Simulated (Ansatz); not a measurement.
# In: how the settings move a relaxation

Aim: see which settings change the result for In, by how much, and at what cost.

Program: Ansatz 0.2.0. Level of theory: reference: DFT, PBEsol, PAW with Ansatz's default frozen-core files, scalar-relativistic; relaxation of cell and atoms. These are calculated values, not measurements.

2 further runs of the same task are left out: 2 that didn't finish.

## 1. The system as given

The structure is tetragonal, space group I4/mmm (No. 139). The conventional cell has a = 3.251 Å, b = 3.251 Å, c = 4.947 Å, α = 90.00°, β = 90.00°, γ = 90.00°. Around In (site symmetry 4/mmm) lie 12 In at 3.25 to 3.38 Å.

As a file:

```cif
data_structure
_symmetry_space_group_name_H-M 'I4/mmm'
_symmetry_Int_Tables_number 139
_cell_length_a 3.2509
_cell_length_b 3.2509
_cell_length_c 4.9474
_cell_angle_alpha 90.000
_cell_angle_beta 90.000
_cell_angle_gamma 90.000
_cell_volume 52.29
loop_
_atom_site_label
_atom_site_type_symbol
_atom_site_symmetry_multiplicity
_atom_site_Wyckoff_symbol
_atom_site_fract_x
_atom_site_fract_y
_atom_site_fract_z
_atom_site_occupancy
In1 In 2 a 0.00000 0.00000 0.00000 1
```

## 2. Baseline

The input, input.yaml:

```yaml
crystal:
  lattice:
    - [-1.62547, 1.62547, 2.4737]
    - [1.62547, -1.62547, 2.4737]
    - [1.62547, 1.62547, -2.4737]
  atoms:
    - { symbol: In, position: [0.0, 0.0, 0.0] }
kpoints:
  mp_grid: { grid: [26, 26, 26] }
scf:
  occupations: { method: fermi_dirac, width: 0.08 }
hamiltonian:
  xc: pbesol
  pseudopotentials: { kind: paw }
relax:
  f_tol: 0.002
  max_steps: 80
  cell: {}
output:
  forces: true
  stress: true
```

The run is started by

```console
> ansatz run input.yaml --threads 1 --pin off --max-ram 2048MiB --backend cpu --events-out ev --progress --plain --runs-dir out
```

The main lines of its log:

```text
[...]
Basis set: ecut = 420 eV, 533 PW (Γ), exchange–correlation on 48×48×48 points (8 copies of the dense FFT grid, shifted against one another)
[...]
k-points: 1330 of 17576
[...]
SCF iter   1: F=—  HF=-5525.412708 eV  |F-HF|=—  |Δ(HF+E_count)|=         —  Δρ=3.07e-3  dr2=2.40e-3  ethr=1.77e-3  ⟨swp⟩=5.0  Hψ=86244  notcnv=0
preconditioner: auto → none  [metal: Δε(μ)=0.009 eV  Ē_g=19.589 eV  σ=0.080 eV  W_gap=0.03  n_scr=8 (ndim 8)  ℏωp=26.2 eV  f_vac=0.000  D(μ)=0.45/eV (n_scr^D=0)  sad-step TF]
SCF iter   2: F=—  HF=-5525.411039 eV  |F-HF|=—  |Δ(HF+E_count)|=   1.67e-3  Δρ=1.24e-3  dr2=5.15e-4  ethr=1.85e-5  ⟨swp⟩=1.8  Hψ=30325  notcnv=0
[...]
relax step   1: F+E_penalty+E_count = -5525.41082286 eV  Δ(F+E_penalty+E_count) = +0.000e0 eV  max|allowed force component| = 0.000e0 eV/Å  Δτ_max = 0.0000 Å  P = -0.943 GPa  Ω = 26.144 Å³  (6 SCF iters, dr2 threshold 1.00e-7 eV, accepted)
[...]
Basis set: ecut = 420 eV, 517 PW (Γ), exchange–correlation on 48×48×48 points (8 copies of the dense FFT grid, shifted against one another)
[...]
relax step   2: F+E_penalty+E_count = -5525.41269008 eV  Δ(F+E_penalty+E_count) = -1.867e-3 eV  max|allowed force component| = 0.000e0 eV/Å  Δτ_max = 0.0000 Å  P = -0.086 GPa  Ω = 25.612 Å³  energy of the carried Pulay correction = +1.261e-4 eV  (4 SCF iters, 
[...]
relax step   3: F+E_penalty+E_count = -5525.41271868 eV  Δ(F+E_penalty+E_count) = -2.861e-5 eV  max|allowed force component| = 0.000e0 eV/Å  Δτ_max = 0.0000 Å  P = +0.005 GPa  Ω = 25.559 Å³  energy of the carried Pulay correction = +1.389e-4 eV  (3 SCF iters, 
[...]
relax step   4: F+E_penalty+E_count = -5525.41272127 eV  Δ(F+E_penalty+E_count) = -2.586e-6 eV  max|allowed force component| = 0.000e0 eV/Å  Δτ_max = 0.0000 Å  P = +0.007 GPa  Ω = 25.557 Å³  energy of the carried Pulay correction = +1.393e-4 eV  (4 SCF iters, 
[...]
relax step   5: F+E_penalty+E_count = -5525.41274294 eV  Δ(F+E_penalty+E_count) = -2.167e-5 eV  max|allowed force component| = 0.000e0 eV/Å  Δτ_max = 0.0000 Å  P = +0.015 GPa  Ω = 25.552 Å³  energy of the carried Pulay correction = +1.412e-4 eV  (5 SCF iters, 
[...]
SCF iter   4: F=—  HF=-5525.412599 eV  |F-HF|=—  |Δ(HF+E_count)|=  7.45e-10  Δρ=5.22e-7  dr2=2.42e-11  ethr=6.34e-12  ⟨swp⟩=2.0  Hψ=22693  notcnv=0
SCF iter   5: F=-5525.412599 eV  HF=-5525.412599 eV  |F-HF|=9.09e-13  |Δ(HF+E_count)|=  1.18e-11  Δρ=1.85e-8  dr2=2.97e-14  ethr=1.00e-12  ⟨swp⟩=5.0  Hψ=48246  notcnv=0
[...]
relax step   6: F+E_penalty+E_count = -5525.41259939 eV  Δ(F+E_penalty+E_count) = +1.435e-4 eV  max|allowed force component| = 0.000e0 eV/Å  Δτ_max = 0.0000 Å  P = +0.015 GPa  Ω = 25.552 Å³  stress off target by 1.81e-2 GPa  SCF on the basis re-selected at thi
[...]
SCF converged after 5 iterations
Free energy (F): -5525.412599 eV
[...]
E sigma→0 (E₀):  -5525.408066 eV
[...]
Fermi energy:    10.421737 eV
[...]
  P = ⅓ Tr σ = 0.0150 GPa (0.150 kbar)
--- Relaxed structure (5 steps of the walk, 5 accepted, 1 SCFs on fresh bases) ---
[...]
```

Run time: 70 s. Hardware: 1 thread of Intel Xeon Platinum 8488C (Sapphire Rapids), shared host; peak memory 0.74 GiB.

## 3. Changing settings: chi_scale 0.1

input.yaml: that of step 2 with these lines changed.

```diff
@@ -11,2 +11,3 @@
   occupations: { method: fermi_dirac, width: 0.08 }
+  initial_density: { chi_scale: 0.1 }
 hamiltonian:
@@ -21 +22,5 @@
   stress: true
+  write_density: true
+  write_potential: true
+  elf: true
+  volumetric_format: npy
```

The run is started by

```console
> ansatz run input.yaml --threads 1 --pin off --max-ram 2048MiB --backend cpu --events-out ev --progress --plain --runs-dir out
```

Standard output, cut to the lines that bear on the results:

```text
[...]
Pseudopotentials: kind: paw
Pseudopotential: In, paw, valence charge 13, recommended cutoff 420 eV (normal), In.paw.azcp
Functional definition: PBEsol
[...]
Crystal: 1 atoms, lattice volume = 26.144 Å³
Basis set: ecut = 420 eV, 533 PW (Γ), exchange–correlation on 48×48×48 points (8 copies of the dense FFT grid, shifted against one another)
Bands: 11, of which v1, the nominal top of the filled ones, is band 7 counted from 1 (6 counted from 0)
Symmetry: 16 space group operations
Space group: I4/mmm (ITA 139), of the structure as read, at distance tolerance 3.0e-5 Å
k-points: 1330 of 17576
[...]
SCF iter   1: F=—  HF=-5525.451621 eV  |F-HF|=—  |Δ(HF+E_count)|=         —  Δρ=1.58e-2  dr2=9.34e-2  ethr=3.10e-3  ⟨swp⟩=4.9  Hψ=81218  notcnv=0
[...]
relax step   1: F+E_penalty+E_count = -5525.41082286 eV  Δ(F+E_penalty+E_count) = +0.000e0 eV  max|allowed force component| = 0.000e0 eV/Å  Δτ_max = 0.0000 Å  P = -0.943 GPa  Ω = 26.144 Å³  (6 SCF iters, dr2 threshold 1.00e-7 eV, accepted)
[...]
relax step   5: F+E_penalty+E_count = -5525.41274288 eV  Δ(F+E_penalty+E_count) = -2.162e-5 eV  max|allowed force component| = 0.000e0 eV/Å  Δτ_max = 0.0000 Å  P = +0.015 GPa  Ω = 25.552 Å³  energy of the carried Pulay correction = +1.412e-4 eV  (5 SCF iters, accepted)
[...]
relax step   6: F+E_penalty+E_count = -5525.41259941 eV  Δ(F+E_penalty+E_count) = +1.435e-4 eV  max|allowed force component| = 0.000e0 eV/Å  Δτ_max = 0.0000 Å  P = +0.015 GPa  Ω = 25.552 Å³  stress off target by 1.84e-2 GPa  SCF on the basis re-selected at this cell (its energy is not [...]
SCF converged after 5 iterations
Free energy (F): -5525.412599 eV
[...]
E sigma→0 (E₀):  -5525.408067 eV
Entropy (-TS):   -0.009065 eV (-9.065 meV/atom)
Fermi energy:    10.421750 eV
[...]
--- Forces (eV/Å), atoms counted from 1 ---
  atom   1  In     0.00000000     0.00000000     0.00000000
[...]
--- Stress (GPa, compression-positive) ---
        0.018407      -0.000000      -0.000000
       -0.000000       0.018407       0.000000
       -0.000000       0.000000       0.008473
  P = ⅓ Tr σ = 0.0151 GPa (0.151 kbar)
--- Band table (eV; the first three rows and the last of 1330) ---
  k-point 0: bands = ["-4.2510", "-4.1154", "-4.1154", "-4.0450", "-3.9149", "0.6935", "21.1515", "21.1515", "21.3562", "22.0641", "24.5793"]
[...]
--- Relaxed structure (5 steps of the walk, 5 accepted, 1 SCFs on fresh bases) ---
  F+E_penalty+E_count = -5525.41259941 eV   max|allowed force component| = 0.000e0 eV/Å   (the final SCF, on the basis selected at the relaxed cell)
  cell:  # Å, volume = 25.5518 Å³
    - [-1.6062698318046162, 1.6062698318046162, 2.4758524797953756]
    - [1.6062698318046162, -1.6062698318046162, 2.4758524797953756]
    - [1.6062698318046162, 1.6062698318046162, -2.4758524797953756]
  atoms:
    - { symbol: In, position: [0.0, 0.0, 0.0] }
```

Run time: 79 s. Hardware: 1 thread of Intel Xeon Platinum 8488C (Sapphire Rapids), shared host; peak memory 0.74 GiB.

Energy and cycle count are those of the reference, so the change (start) left the result and the number of cycles as they were.

## 4. Side by side

```csv
run,ending,energy change,pressure (GPa),gap (eV),force (eV/Å),cycles,time
reference,converged,0,0.0,0.00,0.00,27,70 s
1: chi_scale 0.1,converged,0.0 meV/atom,0.0,0.00,0.00,27,79 s
```

Times don't compare one to one where runs were asked for different outputs or read a saved state (see the inputs); cycles may leave out searches for a lower state.

**Reading.** Energy and cycle count are those of the reference, so the change (start) left the result and the number of cycles as they were.
